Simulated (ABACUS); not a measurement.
# HgTe (Coloradoite) (F-43m) in ABACUS: equation of state, part 2 of 2

ABACUS 3.10.1. The steps go on from the part before.

### 4 Equation of state, PBEsol, 32.55 Å³/atom (volume scaled by 0.98)

File INPUT:

```
INPUT_PARAMETERS
suffix              HgTe
calculation         scf
basis_type          pw
pseudo_dir          ./
symmetry            1
dft_functional      pbesol
ecutwfc             83
pseudo_rcut         7
nspin               1
nbands              22
ks_solver           dav
smearing_method     fd
smearing_sigma      0.00367493
scf_thr             1e-08
scf_nmax            100
mixing_type         broyden
mixing_beta         0.7
cal_force           1
cal_stress          1
kpar                4
```

File STRU:

```
ATOMIC_SPECIES
Hg 200.5920 Hg.upf
Te 127.6000 Te.upf

LATTICE_CONSTANT
1.8897261246

LATTICE_VECTORS
0.0000000000 3.1929255244 3.1929255244
3.1929255244 0.0000000000 3.1929255244
3.1929255244 3.1929255244 0.0000000000

ATOMIC_POSITIONS
Direct

Hg
0.0
1
0.0000000000 0.0000000000 0.0000000000 1 1 1

Te
0.0
1
0.7500000000 0.7500000000 0.7500000000 1 1 1
```

File KPT:

```
K_POINTS
0
Gamma
7 7 7 0 0 0
```

On the command line:

```sh
$ OMP_NUM_THREADS=1 mpirun -np 4 abacus > log
```

Run time: 15 s. Hardware: 4 MPI ranks of Intel Xeon Platinum 8559C (Emerald Rapids), shared host; peak memory 0.48 GiB.

It converged, with:

```yaml
Free_energy: -7380.8384 eV
Pressure: 2.9 GPa
Band_gap_on_the_k_mesh: none (metal or under the smearing width)
```

### 5 Equation of state, PBEsol, 33.22 Å³/atom

INPUT is that of step 4.

Edit STRU of step 4 so:

```diff
@@ -8,5 +8,5 @@
 LATTICE_VECTORS
-0.0000000000 3.1929255244 3.1929255244
-3.1929255244 0.0000000000 3.1929255244
-3.1929255244 3.1929255244 0.0000000000
+0.0000000000 3.2145000000 3.2145000000
+3.2145000000 0.0000000000 3.2145000000
+3.2145000000 3.2145000000 0.0000000000
```

KPT is that of step 4.

On the command line:

```sh
$ OMP_NUM_THREADS=1 mpirun -np 4 abacus > log
```

It took 12 s on 4 MPI ranks of Intel Xeon Platinum 8559C (Emerald Rapids), shared host; peak memory 0.52 GiB.

Results (log left out):

```
Free energy            : -7380.8581 eV
Pressure               : 1.8 GPa
Band gap on the k mesh : none (metal or under the smearing width)
```

### 6 Equation of state, PBEsol, 33.88 Å³/atom (volume scaled by 1.02)

INPUT is that of step 5.

Edit STRU of step 5 so:

```diff
@@ -8,5 +8,5 @@
 LATTICE_VECTORS
-0.0000000000 3.2145000000 3.2145000000
-3.2145000000 0.0000000000 3.2145000000
-3.2145000000 3.2145000000 0.0000000000
+0.0000000000 3.2357886999 3.2357886999
+3.2357886999 0.0000000000 3.2357886999
+3.2357886999 3.2357886999 0.0000000000
```

KPT is that of step 5.

Potentials or basis: PseudoDojo NC SR 0.4.1 PBEsol standard, plane waves.

On the command line:

```sh
$ OMP_NUM_THREADS=1 mpirun -np 4 abacus > log
```

running log:

```text
ABACUS v3.10.1

               Atomic-orbital Based Ab-initio Computation at UStc

 ------------------------------------------------------------------------------------

 READING GENERAL INFORMATION
                           global_out_dir = OUT.HgTe/
                           global_in_card = INPUT
                               pseudo_dir = ./
                              orbital_dir =
                                    DSIZE = 4
                                    GSIZE = 1

 READING UNITCELL INFORMATION
                                    ntype = 2
                  lattice constant (Bohr) = 1.88973
              lattice constant (Angstrom) = 1

 READING ATOM TYPE 1
                               atom label = Hg
                      L=0, number of zeta = 1
                      L=1, number of zeta = 1
                      L=2, number of zeta = 1
             number of atom for this type = 1

 READING ATOM TYPE 2
                               atom label = Te
                      L=0, number of zeta = 1
                      L=1, number of zeta = 1
                      L=2, number of zeta = 1
             number of atom for this type = 1

                        TOTAL ATOM NUMBER = 2
[... 328 lines left out ...]
----------------------------------------------------------
     Energy           Rydberg                 eV
----------------------------------------------------------
 E_KohnSham     -542.4836870139      -7380.8692154377
 E_KS(sigma->0) -542.4836610697      -7380.8688624492
 E_Harris       -542.4833501893      -7380.8646327035
 E_band         -56.8727000290       -773.7927810390
 E_one_elec     -315.4872746595      -4292.4245818605
 E_Hartree      164.5454715947       2238.7559937844
 E_xc           -103.6391389883      -1410.0828260555
 E_Ewald        -287.9026930723      -3917.1170953290
 E_entropy(-TS) -0.0000518883        -0.0007059771
 E_descf        0.0000000000         0.0000000000
 E_exx          0.0000000000         0.0000000000
 E_Fermi        0.6401442489         8.7096093275
----------------------------------------------------------

 charge density convergence is achieved
 final etot is -7380.8692154 eV
 EFERMI = 8.7096093275 eV

 STATE ENERGY(eV) AND OCCUPATIONS    NSPIN == 1
 1/5 kpoint (Cartesian) = 0.0000 0.0000 0.0000 (5817 pws)
       1       -106.456     0.00583090
       2       -54.7332     0.00583090
       3       -54.7332     0.00583090
       4       -54.7332     0.00583090
       5       -28.0344     0.00583090
       6       -28.0344     0.00583090
[... 110 lines left out ...]
      21        13.6547    3.90458e-45
      22        13.6547    3.90458e-45

------------------------------------------------------------------------------------------
 TOTAL-FORCE (eV/Angstrom)
------------------------------------------------------------------------------------------
                       Hg1         0.0000000000         0.0000000000         0.0000000000
                       Te1         0.0000000000         0.0000000000         0.0000000000
------------------------------------------------------------------------------------------

----------------------------------------------------------------
 TOTAL-STRESS (KBAR)
----------------------------------------------------------------
         8.5794721128         0.0000000000         0.0000000000
         0.0000000000         8.5794721128        -0.0000000000
         0.0000000000        -0.0000000000         8.5794721128
----------------------------------------------------------------
 TOTAL-PRESSURE: 8.579472 KBAR

 --------------------------------------------
 !FINAL_ETOT_IS -7380.8692154377495172 eV
 --------------------------------------------
```

It took 13 s on 4 MPI ranks of Intel Xeon Platinum 8559C (Emerald Rapids), shared host; peak memory 0.52 GiB.

Results:

- Free energy: -7380.8692 eV
- Pressure: 0.9 GPa
- Band gap on the k mesh: none (metal or under the smearing width)

### 7 Equation of state, PBEsol, 34.54 Å³/atom (volume scaled by 1.04)

INPUT is that of step 6.

Edit STRU of step 6 so:

```diff
@@ -8,5 +8,5 @@
 LATTICE_VECTORS
-0.0000000000 3.2357886999 3.2357886999
-3.2357886999 0.0000000000 3.2357886999
-3.2357886999 3.2357886999 0.0000000000
+0.0000000000 3.2568009036 3.2568009036
+3.2568009036 0.0000000000 3.2568009036
+3.2568009036 3.2568009036 0.0000000000
```

KPT is that of step 6.

On the command line:

```sh
$ OMP_NUM_THREADS=1 mpirun -np 4 abacus > log
```

Run time: 12 s. Hardware: 4 MPI ranks of Intel Xeon Platinum 8559C (Emerald Rapids), shared host; peak memory 0.52 GiB.

It converged, with:

| Item | Value |
| --- | --- |
| Free energy | -7380.8728 eV |
| Pressure | 0.0 GPa |
| Band gap on the k mesh | none (metal or under the smearing width) |

### 8 Equation of state, PBEsol, 35.21 Å³/atom (volume scaled by 1.06)

INPUT is that of step 7.

Edit STRU of step 7 so:

```diff
@@ -8,5 +8,5 @@
 LATTICE_VECTORS
-0.0000000000 3.2568009036 3.2568009036
-3.2568009036 0.0000000000 3.2568009036
-3.2568009036 3.2568009036 0.0000000000
+0.0000000000 3.2775454177 3.2775454177
+3.2775454177 0.0000000000 3.2775454177
+3.2775454177 3.2775454177 0.0000000000
```

KPT is that of step 7.

On the command line:

```sh
$ OMP_NUM_THREADS=1 mpirun -np 4 abacus > log
```

It took 13 s on 4 MPI ranks of Intel Xeon Platinum 8559C (Emerald Rapids), shared host; peak memory 0.52 GiB.

It converged, with:

* Free energy: -7380.8696 eV
* Pressure: -0.8 GPa
* Band gap on the k mesh: none (metal or under the smearing width)

### 9 Equation of state, PBEsol

Potentials or basis: PseudoDojo NC SR 0.4.1 PBEsol standard, plane waves.

No new run: the results of the series are fitted here.

Results:

```yaml
Equilibrium_volume: 34.55 Å³/atom
Bulk_modulus: 42 GPa
Pressure_derivative_of_the_bulk_modulus: 5.2
```

Energy against volume, from the lowest point:
| volume (Å³/atom) | energy (meV/atom) |
| --- | --- |
| 31.223 | 51.91 |
| 31.887 | 31.84 |
| 32.551 | 17.19 |
| 33.215 | 7.35 |
| 33.880 | 1.78 |
| 34.544 | 0.00 |
| 35.208 | 1.59 |

Spin-orbit coupling is left out, which matters for the levels of Hg, Te.

### 10 Against experiment

Step 9. Measured bulk modulus of HgTe: 43 GPa (a printed reference work, monograph). This calculation gives 42 GPa (-2.0 %). The fit is for a static lattice scaled at fixed shape and fixed fractional positions.
